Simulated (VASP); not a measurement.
VASP inputs for C

INCAR, step 1 (ground state)

```
ISMEAR = 0
NELM = 120
PREC = Accurate
GGA = PE
LASPH = .TRUE.
LWAVE = .TRUE.
EDIFF = 1E-7
SIGMA = 0.01
LCHARG = .FALSE.
LREAL = .FALSE.
ENCUT = 500
```

INCAR, step 2 (empty bands)

```
LWAVE = .TRUE.
ISTART = 1
PREC = Accurate
NELM = 1
ISMEAR = 0
LASPH = .TRUE.
NBANDS = 88
EDIFF = 1E-7
SIGMA = 0.01
GGA = PE
ALGO = Exact
LOPTICS = .TRUE.
ENCUT = 500
LCHARG = .FALSE.
LREAL = .FALSE.
```

INCAR, step 3 (GW)

```
NELMGW = 4
LREAL = .FALSE.
ENCUT = 500
NBANDSGW = 12
LCHARG = .FALSE.
ENCUTGWSOFT = 220
PREC = Accurate
ENCUTGW = 220
EDIFF = 1E-7
LASPH = .TRUE.
LWAVE = .FALSE.
PRECFOCK = Fast
ISMEAR = 0
GGA = PE
SIGMA = 0.01
NELM = 120
ISTART = 1
NOMEGA = 64
ALGO = EVGW0
NBANDS = 88
```

KPOINTS

```
KPOINTS created by Atomic Simulation Environment
0
Gamma
6 6 6
0 0 0
```

POSCAR

```
C
 1.0000000000000000
     0.0000000000000000    1.7835000000000001    1.7835000000000001
     1.7835000000000001    0.0000000000000000    1.7835000000000001
     1.7835000000000001    1.7835000000000001    0.0000000000000000
 C
   2
Cartesian
  0.0000000000000000  0.0000000000000000  0.0000000000000000
  0.8917500000000000  0.8917500000000000  0.8917500000000000
```

VASP ran with the GW set of PAW datasets (8 valence electrons in the cell).

Problem. Estimate the main results of this run.

Solution. PBE gap on the mesh 4.15 eV; G₀W₀ gap on the mesh 5.54 eV.

Problem. How does updating the eigenvalues in G change the gap?

Solution. Gap on the mesh by iteration: 5.54, 5.69, 5.71, 5.72 eV.
